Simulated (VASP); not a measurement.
# NiO (F-43m) in VASP: a series of runs

Runs on NiO. Level: LDA+U. Tasks: single point.

Program: VASP 6.6.1. These are calculated values, not measurements. Logs are shortened: lines on timing, memory, paths and dates and some standing lists are left out, and cuts for length are marked.

### 1 Starting point

It takes space group F-43m (No. 216, cubic). Conventional cell: a = 4.567 Å, b = 4.567 Å, c = 4.567 Å, α = 90.00°, β = 90.00°, γ = 90.00°. Ni (site symmetry -43m) is surrounded by 4 O at 1.98 Å. O (site symmetry -43m) has 4 Ni at 1.98 Å as nearest neighbours.

Measurements of this composition are mostly on another form, of space group No. 225.

### 2 Single point, LDA+U, collinear spin, ferromagnetic start

The input, INCAR:

```
PREC = Accurate ; ENCUT = 520
EDIFF = 1E-6 ; ISMEAR = 0
SIGMA = 0.05 ; LREAL = F
LASPH = T ; NELM = 150
ALGO = Normal ; ISIF = 2
LWAVE = F ; LCHARG = F
ISPIN = 2 ; MAGMOM = 1 0
LORBIT = 11 ; NUPDOWN = 2
LMAXMIX = 4 ; LDAU = T
LDAUTYPE = 2 ; LDAUL = 2 -1
LDAUU = 5 0 ; LDAUJ = 0 0
LDAUPRINT = 1
```

The input, KPOINTS:

```
Automatic mesh
0
Gamma
  7 7 7
```

The input, POSCAR:

```
NiO
1.0
    0.0000000000      2.2835484600      2.2835484600
    2.2835484600      0.0000000000      2.2835484600
    2.2835484600      2.2835484600      0.0000000000
Ni O
1 1
Direct
    0.0000000000      0.0000000000      0.0000000000
    0.2500000000      0.2500000000      0.2500000000
```

Potentials or basis: VASP PAW LDA potentials, release 64 (Ni, O).

Command:

```sh
$ cat potpaw_LDA.64/Ni/POTCAR potpaw_LDA.64/O/POTCAR > POTCAR
$ mpirun -np 1 vasp_std > vasp.out
```

OUTCAR:

```text
PREC = Accurate
   ENCUT = 520
   EDIFF = 1E-6
   ISMEAR = 0
   LREAL = F
   LASPH = T
   NELM = 150
   ISIF = 2
   ISPIN = 2
   LORBIT = 11
   NUPDOWN = 2

 ion  position               nearest neighbor table
   1  0.000  0.000  0.000-   2 1.98   2 1.98   2 1.98   2 1.98
   2  0.250  0.250  0.250-   1 1.98   1 1.98   1 1.98   1 1.98

  LATTYP: Found a face centered cubic cell.
 ALAT       =     4.5670969200

  Lattice vectors:

 A1 = (   0.0000000000,   2.2835484600,   2.2835484600)
 A2 = (   2.2835484600,   0.0000000000,   2.2835484600)
 A3 = (   2.2835484600,   2.2835484600,   0.0000000000)

Analysis of symmetry for initial positions (statically):
=====================================================================
 Subroutine PRICEL returns:
 Original cell was already a primitive cell.

 Routine SETGRP: Setting up the symmetry group for a
 face centered cubic supercell.

 Subroutine GETGRP returns: Found 24 space group operations
 (whereof 24 operations were pure point group operations)
 out of a pool of 48 trial point group operations.

The static configuration has the point symmetry T_d .

Analysis of symmetry for dynamics (positions and initial velocities):
=====================================================================
 Subroutine PRICEL returns:
 Original cell was already a primitive cell.

 Routine SETGRP: Setting up the symmetry group for a
 face centered cubic supercell.

 Subroutine GETGRP returns: Found 24 space group operations
 (whereof 24 operations were pure point group operations)
 out of a pool of 48 trial point group operations.

The dynamic configuration has the point symmetry T_d .

Analysis of structural, dynamic, and magnetic symmetry:
=====================================================================
 Subroutine PRICEL returns:
 Original cell was already a primitive cell.

 Routine SETGRP: Setting up the symmetry group for a
 face centered cubic supercell.

 Subroutine GETGRP returns: Found 24 space group operations
 (whereof 24 operations were pure point group operations)
 out of a pool of 48 trial point group operations.

The overall configuration has the point symmetry T_d .

 Subroutine INISYM returns: Found 24 space group operations
 (whereof 24 operations are pure point group operations),
 and found     1 'primitive' translations

----------------------------------------------------------------------------------------

                                     Primitive cell

  volume of cell :      23.8156

  direct lattice vectors                    reciprocal lattice vectors
     0.000000000  2.283548460  2.283548460    -0.218957473  0.218957473  0.218957473
     2.283548460  0.000000000  2.283548460     0.218957473 -0.218957473  0.218957473
     2.283548460  2.283548460  0.000000000     0.218957473  0.218957473 -0.218957473

  length of vectors
     3.229425202  3.229425202  3.229425202     0.379245468  0.379245468  0.379245468

  position of ions in fractional coordinates (direct lattice)
     0.000000000  0.000000000  0.000000000
     0.250000000  0.250000000  0.250000000

  ion indices of the primitive-cell ions
   primitive index   ion index
                 1           1
                 2           2

----------------------------------------------------------------------------------------

 KPOINTS: Automatic mesh

Automatic generation of k-mesh.
 Grid dimensions read from file:
 generate k-points for:    7    7    7

 Generating k-lattice:

  Cartesian coordinates                     Fractional coordinates (reciprocal lattice)
    -0.031279639  0.031279639  0.031279639     0.142857143  0.000000000  0.000000000
     0.031279639 -0.031279639  0.031279639     0.000000000  0.142857143  0.000000000
     0.031279639  0.031279639 -0.031279639     0.000000000  0.000000000  0.142857143

  Length of vectors
     0.054177924  0.054177924  0.054177924

  Shift w.r.t. Gamma in fractional coordinates (k-lattice)
[... 88 lines left out ...]

atom =   1  type =  1  l = 2

 onsite density matrix

spin component  1

  1.0011 -0.0000  0.0000 -0.0000  0.0000
 -0.0000  1.0011  0.0000  0.0000  0.0000
  0.0000  0.0000  0.9794 -0.0000 -0.0000
 -0.0000  0.0000 -0.0000  1.0011 -0.0000
  0.0000  0.0000 -0.0000 -0.0000  0.9794

spin component  2

  0.4828 -0.0000 -0.0000  0.0000 -0.0000
 -0.0000  0.4828  0.0000 -0.0000  0.0000
 -0.0000  0.0000  0.9570 -0.0000  0.0000
  0.0000 -0.0000 -0.0000  0.4828 -0.0000
 -0.0000  0.0000  0.0000 -0.0000  0.9570

 occupancies and eigenvectors

  o =  0.4828  v =  0.0000  0.0000  0.0000  0.0000  0.0000  0.0000  0.0482  0.0000 -0.9988  0.0000      0.0000  0.0000  0.0000  0.0000  0.0000  0.0000  0.0000  0.0000  0.0000  0.0000
  o =  0.4828  v =  0.0000  0.0000  0.0000  0.0000  0.0000  0.0000  0.9988 -0.0000  0.0482  0.0000      0.0000  0.0000  0.0000  0.0000  0.0000  0.0000  0.0000  0.0000  0.0000  0.0000
  o =  0.4828  v =  0.0000  0.0000  0.0000  0.0000  0.0000  1.0000  0.0000  0.0000  0.0000  0.0000      0.0000  0.0000  0.0000  0.0000  0.0000  0.0000  0.0000  0.0000  0.0000  0.0000
  o =  0.9570  v =  0.0000  0.0000  0.0000  0.0000  0.0000  0.0000 -0.0000 -0.3696 -0.0000  0.9292      0.0000  0.0000  0.0000  0.0000  0.0000  0.0000  0.0000  0.0000  0.0000  0.0000
  o =  0.9570  v =  0.0000  0.0000  0.0000  0.0000  0.0000  0.0000 -0.0000 -0.9292 -0.0000 -0.3696      0.0000  0.0000  0.0000  0.0000  0.0000  0.0000  0.0000  0.0000  0.0000  0.0000
  o =  0.9794  v =  0.0000  0.0000 -0.4232  0.0000 -0.9061  0.0000  0.0000  0.0000  0.0000  0.0000      0.0000  0.0000  0.0000  0.0000  0.0000  0.0000  0.0000  0.0000  0.0000  0.0000
  o =  0.9794  v =  0.0000  0.0000 -0.9061  0.0000  0.4232  0.0000  0.0000  0.0000  0.0000  0.0000      0.0000  0.0000  0.0000  0.0000  0.0000  0.0000  0.0000  0.0000  0.0000  0.0000
  o =  1.0011  v =  0.0000 -0.9614 -0.0000 -0.2750 -0.0000  0.0000  0.0000  0.0000  0.0000  0.0000      0.0000  0.0000  0.0000  0.0000  0.0000  0.0000  0.0000  0.0000  0.0000  0.0000
  o =  1.0011  v =  1.0000  0.0000  0.0000  0.0000  0.0000  0.0000  0.0000  0.0000  0.0000  0.0000      0.0000  0.0000  0.0000  0.0000  0.0000  0.0000  0.0000  0.0000  0.0000  0.0000
  o =  1.0011  v =  0.0000 -0.2750  0.0000  0.9614  0.0000  0.0000  0.0000  0.0000  0.0000  0.0000      0.0000  0.0000  0.0000  0.0000  0.0000  0.0000  0.0000  0.0000  0.0000  0.0000

 number of electron      15.9999998 magnetization       1.9999125

 Free energy of the ion-electron system (eV)
  ---------------------------------------------------
  ext. energy  EPLUGINS =         0.00000000
  ---------------------------------------------------
  free energy    TOTEN  =       -10.68919221 eV

  energy without entropy =      -10.68610912  energy(sigma->0) =      -10.68765066

 E-fermi :   4.5311     XC(G=0): -11.4163

 val. band max:        4.5195333150   @ k =   0.4286   0.2857   0.1429
 cond. band min:       4.5564974941   @ k =  -0.2857   0.2857   0.0000
 fundamental gap:      0.0369641791
 Fermi energy:         3.8006525536

 spin component 1

 k-point     1 :       0.0000    0.0000    0.0000
  band No.  band energies     occupation
      1     -14.5585      1.00000
      2      -2.4638      1.00000
      3      -2.4638      1.00000
      4      -2.4638      1.00000
      5       0.0496      1.00000
      6       0.0496      1.00000
      7       3.5976      1.00000
      8       3.5976      1.00000
      9       3.5976      1.00000
     10       4.9337      0.00000
     11      18.2681      0.00000
     12      18.2681      0.00000
[... 290 lines left out ...]
 k-point    20 :      -0.2857    0.4286    0.1429
  band No.  band energies     occupation
      1     -13.8756      1.00000
      2      -2.2162      1.00000
      3      -1.5651      1.00000
      4      -1.0196      1.00000
      5      -0.4810      1.00000
      6       0.0718      1.00000
      7       0.2072      1.00000
      8       1.1990      1.00000
      9       2.1043      1.00000
     10      10.9872      0.00000
     11      13.4216      0.00000
     12      14.1517      0.00000
     13      16.5698      0.00000
 Fermi energy:         4.5310618750

 spin component 2

 k-point     1 :       0.0000    0.0000    0.0000
  band No.  band energies     occupation
      1     -14.0127      1.00000
      2      -0.0059      1.00000
      3      -0.0059      1.00000
      4      -0.0059      1.00000
      5       1.2689      1.00000
      6       1.2689      1.00000
      7       5.2152      0.00000
      8       6.2820      0.00000
      9       6.2820      0.00000
     10       6.2821      0.00000
     11      18.5518      0.00000
     12      18.5518      0.00000
[... 291 lines left out ...]
  band No.  band energies     occupation
      1     -13.1608      1.00000
      2      -1.2788      1.00000
      3      -0.4990      1.00000
      4       0.3396      1.00000
      5       1.8067      1.00000
      6       2.2199      1.00000
      7       3.2807      1.00000
      8       4.4006      0.99989
      9       4.6808      0.00001
     10      11.9728      0.00000
     11      13.8826      0.00000
     12      14.6184      0.00000
     13      16.9980      0.00000

------------------------ aborting loop because EDIFF is reached ----------------------------------------

  FORCE on cell =-STRESS in cart. coord.  units (eV):
  Direction    XX          YY          ZZ          XY          YZ          ZX
  --------------------------------------------------------------------------------------
  -------------------------------------------------------------------------------------
  Total       -3.3667847     -3.3667847     -3.3667847     -0.0000000     -0.0000000     -0.0000000
  in kB     -226.4984494   -226.4984494   -226.4984494     -0.0000000     -0.0000000     -0.0000000
  external PRESSURE =    -226.4984494 kB  Pullay stress =       0.0000000 kB

 VOLUME and BASIS-vectors are now :
 -----------------------------------------------------------------------------
  energy-cutoff  :      520.00
  volume of cell :       23.82
      direct lattice vectors                 reciprocal lattice vectors
     0.000000000  2.283548460  2.283548460    -0.218957473  0.218957473  0.218957473
     2.283548460  0.000000000  2.283548460     0.218957473 -0.218957473  0.218957473
     2.283548460  2.283548460  0.000000000     0.218957473  0.218957473 -0.218957473

 POSITION                                       TOTAL-FORCE (eV/Angst)
 -----------------------------------------------------------------------------------
      0.00000      0.00000      0.00000        -0.000000     -0.000000     -0.000000
      1.14177      1.14177      1.14177         0.000000      0.000000      0.000000
 -----------------------------------------------------------------------------------
    total drift:                               -0.000001     -0.000001     -0.000001

  FREE ENERGIE OF THE ION-ELECTRON SYSTEM (eV)
  ---------------------------------------------------
  free  energy   TOTEN  =       -10.6891922109 eV

  energy  without entropy=      -10.6861091176  energy(sigma->0) =      -10.68765066

 total charge

# of ion       s       p       d       tot
------------------------------------------
    1        0.367   0.432   8.296   9.096
    2        1.539   3.378   0.000   4.917
--------------------------------------------------
tot          1.905   3.810   8.296  14.012

 magnetization (x)

# of ion       s       p       d       tot
------------------------------------------
    1        0.002   0.031   1.600   1.633
    2        0.014   0.326   0.000   0.340
--------------------------------------------------
tot          0.016   0.358   1.600   1.973
```

Wall time 4.4 s (1 thread of Intel Xeon 6975P-C (Granite Rapids), shared host); peak memory 0.13 GiB.

What came out:

```yaml
Free_energy: -10.6892 eV
Pressure: -22.6 GPa
Net_moment: 2.00 μB per cell
Site_moments: Ni +1.63; O +0.34 μB
Valence_electrons_inside_the_program's_atomic_spheres: Ni 9.10; O 4.92
```

Eigenvalues of the final occupation matrices:
```
    site  spin  trace               eigenvalues
site 1 d     1   4.96  0.98 0.98 1.00 1.00 1.00
site 1 d     2   3.36  0.48 0.48 0.48 0.96 0.96
```

Caveat: the total moment is fixed, so each spin has its own Fermi level; a cell with one magnetic atom can't hold antiferromagnetic order, which such compounds often take. The state reached can hang on the start; a lower one may exist.

### 3 Single point, LDA+U, non-collinear spin, random start, spin-orbit coupling

The input, INCAR:

```
  PREC = Accurate
  ENCUT = 520
  EDIFF = 1E-6
  ISMEAR = 0
  SIGMA = 0.05
  LREAL = False
  LASPH = True
  NELM = 150
  ALGO = Normal
  ISIF = 2
  LWAVE = False
  LCHARG = False
  MAGMOM = -0.344 0.39 -0.685 0 0 0
  LORBIT = 11
  LSORBIT = True
  GGA_COMPAT = False
  LORBMOM = True
  LMAXMIX = 4
  LDAU = True
  LDAUTYPE = 2
  LDAUL = 2 -1
  LDAUU = 5 0
  LDAUJ = 0 0
  LDAUPRINT = 1
  NBANDS = 28
```

KPOINTS is that of step 2.

POSCAR is that of step 2.

Potentials or basis: VASP PAW LDA potentials, release 64 (Ni, O).

Command:

```sh
$ cat potpaw_LDA.64/Ni/POTCAR potpaw_LDA.64/O/POTCAR > POTCAR
$ mpirun -np 1 vasp_ncl > vasp.out
```

It took 7.6 min on 1 thread of Intel Xeon 6975P-C (Granite Rapids), shared host; peak memory 0.43 GiB.

It converged, with:

```
Free energy                                           : -11.0833 eV
Pressure                                              : -13.5 GPa
Net moment                                            : 1.99 μB per cell
Valence electrons inside the program's atomic spheres : Ni 9.04; O 4.96
```

Stress tensor (GPa, compression positive):
```
-13.79   0.64  -1.98
  0.64 -13.57   2.49
 -1.98   2.49 -13.00
```

Moments on the atoms (μB; x, y, z):
```
Ni  -0.81  0.91 -1.25
O   -0.09  0.10 -0.14
```

Caveat: a cell with one magnetic atom can't hold antiferromagnetic order, which such compounds often take.
